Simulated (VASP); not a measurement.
# CdTe, relaxation of the cell: which settings are enough?

CdTe, F-43m (no. 216), 2 atoms in the cell. LAK; PAW potentials Te, Cd (PBE set). VASP 6.6.1. The cell is changed on purpose: volume scaled by 1.06.

Wanted: cell volume within 1 %; lattice lengths within 0.4 %; shortest distances from each atom, periodic images included within 0.02 Å.

What the run is for: cell; Accuracy asked: screening.

The series start from Plane-wave cutoff (eV): 410; k-point mesh: 5 × 5 × 5; Relaxation passes: 2; Ionic threshold (EDIFFG): -0.005; Electronic threshold (eV): 1e-6; Precision mode (PREC): Accurate; Relaxation algorithm: IBRION=2 POTIM=0.5. Each series keeps the choices made before it, and each single choice may use up half of a tolerance. Times cover all steps of a run.

## Plane-wave cutoff (eV)

| Plane-wave cutoff (eV) | Cell volume (Å³) | Lattice lengths, largest deviation against the largest value | Shortest distances from each atom, periodic images included, largest deviation (Å) | Time (s) |
|---|---|---|---|---|
| 280 | 74.09 | 0.48 % | 0.014 | 137 |
| 320 | 74.99 | 0.078 % | 0.002 | 124 |
| 360 | 74.59 | 0.26 % | 0.007 | 154 |
| 410 | 74.7 | 0.21 % | 0.006 | 168 |
| 480 | 75.19 | 0.0086 % | 0.000 | 251 |
| 580 | 75.15 | 0.0089 % | 0.000 | 265 |
| 720 (reference) | 75.17 | 0 % | 0.000 | 320 |

Chosen: 480, the loosest value from which every tighter one stays within half of the tolerance.

## k-point mesh

| k-point mesh | Cell volume (Å³) | Lattice lengths, largest deviation against the largest value | Shortest distances from each atom, periodic images included, largest deviation (Å) | Time (s) |
|---|---|---|---|---|
| 3 × 3 × 3 | 76.24 | 0.5 % | 0.014 | 158 |
| 4 × 4 × 4 | 75.38 | 0.12 % | 0.004 | 186 |
| 5 × 5 × 5 | 75.19 | 0.037 % | 0.001 | 251 |
| 6 × 6 × 6 | 75.12 | 0.0057 % | 0.000 | 318 |
| 7 × 7 × 7 (reference) | 75.11 | 0 % | 0.000 | 350 |

Chosen: 4 × 4 × 4.

## Relaxation passes

| Relaxation passes | Cell volume (Å³) | Lattice lengths, largest deviation against the largest value | Shortest distances from each atom, periodic images included, largest deviation (Å) | Time (s) |
|---|---|---|---|---|
| 1 | 75.22 | 0.073 % | 0.002 | 131 |
| 2 | 75.38 | 0 % | 0.000 | 186 |
| 3 (reference) | 75.38 | 0 % | 0.000 | 227 |

Chosen: 1.

## Ionic threshold (EDIFFG)

| Ionic threshold (EDIFFG) | Cell volume (Å³) | Lattice lengths, largest deviation against the largest value | Shortest distances from each atom, periodic images included, largest deviation (Å) | Time (s) |
|---|---|---|---|---|
| -0.05 | 75.22 | 0.0057 % | 0.000 | 132 |
| -0.02 | 75.22 | 0.0057 % | 0.000 | 132 |
| -0.01 | 75.22 | 0.0057 % | 0.000 | 134 |
| -0.005 | 75.22 | 0.0057 % | 0.000 | 131 |
| -0.002 (reference) | 75.23 | 0 % | 0.000 | 176 |

Chosen: -0.05.

## Electronic threshold (eV)

| Electronic threshold (eV) | Cell volume (Å³) | Lattice lengths, largest deviation against the largest value | Shortest distances from each atom, periodic images included, largest deviation (Å) | Time (s) |
|---|---|---|---|---|
| 0.0001 | 75.17 | 0.021 % | 0.001 | 98 |
| 1e-5 | 75.22 | 0.00063 % | 0.000 | 118 |
| 1e-6 | 75.22 | 0.00063 % | 0.000 | 132 |
| 1e-7 (reference) | 75.22 | 0 % | 0.000 | 172 |

Chosen: 0.0001.

## Precision mode (PREC)

| Precision mode (PREC) | Cell volume (Å³) | Lattice lengths, largest deviation against the largest value | Shortest distances from each atom, periodic images included, largest deviation (Å) | Time (s) |
|---|---|---|---|---|
| Normal | 75.18 | 0.0061 % | 0.000 | 56 |
| Accurate (reference) | 75.17 | 0 % | 0.000 | 98 |

Chosen: Normal.

## Relaxation algorithm

| Relaxation algorithm | Cell volume (Å³) | Lattice lengths, largest deviation against the largest value | Shortest distances from each atom, periodic images included, largest deviation (Å) | Time (s) |
|---|---|---|---|---|
| IBRION=2 POTIM=0.5 | 75.18 | 0 % | 0.000 | 56 |
| IBRION=2 POTIM=0.2 | 75.26 | 0.035 % | 0.001 | 52 |
| IBRION=1 POTIM=0.5 | 75.45 | 0.12 % | 0.003 | 56 |
| IBRION=1 POTIM=0.2 | 75.33 | 0.063 % | 0.002 | 52 |

Chosen: IBRION=2 POTIM=0.5; no other choice that stays within half of the tolerance saves 30 % of the time.

## All choices together

| Input | Cell volume (Å³) | Lattice lengths, largest deviation against the largest value | Shortest distances from each atom, periodic images included, largest deviation (Å) | Time (s) |
|---|---|---|---|---|
| the program's defaults (naive) | 73.61 | 0.69 % | 0.020 | 20 |
| chosen settings | 75.18 | 0.014 % | 0.000 | 56 |
| reference settings throughout | 75.15 | 0 % | 0.000 | 679 |

The tolerance is met.

Values of the reference run: Lattice lengths: 4.737, 4.737, 4.737 Å; Shortest distances from each atom, periodic images included: 2.901, 2.901, 2.901, 2.901, 2.901, 2.901, 2.901, 2.901 Å.

## The input

INCAR.step1:
```
SYSTEM = CdTe
ALGO = Normal
EDIFF = 1E-4
EDIFFG = -0.05
EFERMI = MIDGAP
ENCUT = 480
GGA_COMPAT = .FALSE.
IBRION = 2
ISIF = 3
ISMEAR = 0
KPAR = 2
LASPH = .TRUE.
LCHARG = .FALSE.
LMIXTAU = .TRUE.
LREAL = .FALSE.
LWAVE = .FALSE.
METAGGA = LAK
NELM = 120
NELMIN = 4
NSW = 80
POTIM = 0.5
PREC = Normal
SIGMA = 0.03
```

INCAR.step2, as INCAR.step1 but for:
```
- EDIFFG = -0.05
- IBRION = 2
- ISIF = 3
- NELMIN = 4
- NSW = 80
- POTIM = 0.5
+ ISIF = 2
```

KPOINTS:
```
Automatic mesh
0
Gamma
  4 4 4
  0 0 0
```

POSCAR.step1:
```
CdTe
1.0
    0.0000000000      3.2678590959      3.2678590959
    3.2678590959      0.0000000000      3.2678590959
    3.2678590959      3.2678590959      0.0000000000
Te Cd
1 1
Direct
    0.7500000000      0.7500000000      0.7500000000
    0.0000000000      0.0000000000      0.0000000000
```

Commands (each step's output is kept before the next begins):
```
cat potpaw_PBE.64/Te/POTCAR potpaw_PBE.64/Cd/POTCAR > POTCAR
cp INCAR.step1 INCAR
cp POSCAR.step1 POSCAR
mpirun -np 2 vasp_std > vasp.out
cp CONTCAR POSCAR
cp INCAR.step2 INCAR
mpirun -np 2 vasp_std > vasp.out
```

The chosen input took VASP 6.6.1 56 s on 2 cores (AMD EPYC 7R13 (Zen 3)), a shared host.
